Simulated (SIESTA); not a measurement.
CuO:

```
CELL_PARAMETERS angstrom
2.55255 0.00000 0.00000
0.00000 2.55255 0.00000
0.00000 0.00000 2.55255
ATOMIC_POSITIONS crystal
Cu 0.00000 0.00000 0.00000
O 0.50000 0.50000 0.50000
```

Measurements of this composition are mostly on another form, of space group No. 15.

```yaml
Program: SIESTA 5.4.2
Task: single point
Functional: PBE
Potentials_or_basis: PseudoDojo 0.4 standard (PBE files)
Basis: DZP (energy shift 0.003 Ry; two zetas on semicore shells)
Grid_cutoff: 800 Ry
Energy_shift: 0.003 Ry
k_mesh: 10 × 10 × 10
Occupations: fermi-dirac, width 0.05 eV
Spin: no spin polarisation
```

On this cell: pressure 23.1 GPa; largest force zero by symmetry; band gap on the k mesh none (metal or under the smearing width).

The same run follows on a disturbed copy (atoms moved at random, drawn with an rms of 0.05 Å):

```
Cu O
1.0
     2.55255    0.00000    0.00000
     0.00000    2.55255    0.00000
     0.00000    0.00000    2.55255
Cu O
1 1
Direct
  0.01289 0.00275 0.99633
  0.48376 0.50227 0.50036
```

What does the disturbed cell give?

The energy (extrapolated to zero smearing) moves by +4.7 meV/atom; pressure 23.7 GPa; largest force 0.241 eV/Å; band gap on the k mesh none (metal or under the smearing width).

Forces on the atoms (eV/Å):
```
Cu  -0.236 -0.005  0.036
O    0.238  0.005 -0.034
```

Stress tensor (GPa, compression positive):
```
23.56 -0.01 -0.05
-0.01 23.77  0.01
-0.05  0.01 23.74
```

Caveats: short orbitals over semicore shells can move pressures by several GPa; the basis of atomic orbitals isn't converged, which shifts pressures, moduli and gaps; an odd number of electrons without spin polarisation forces a metal; a magnetic or distorted state may lie lower; the run has no spin polarisation, though such a crystal can be magnetic; semilocal functionals often make such compounds metallic where correlation or magnetic order opens a gap, which also shifts bond lengths; so large a pressure means that the cell lies far from this level's equilibrium, or that cutoff or potentials fall short (some runs).
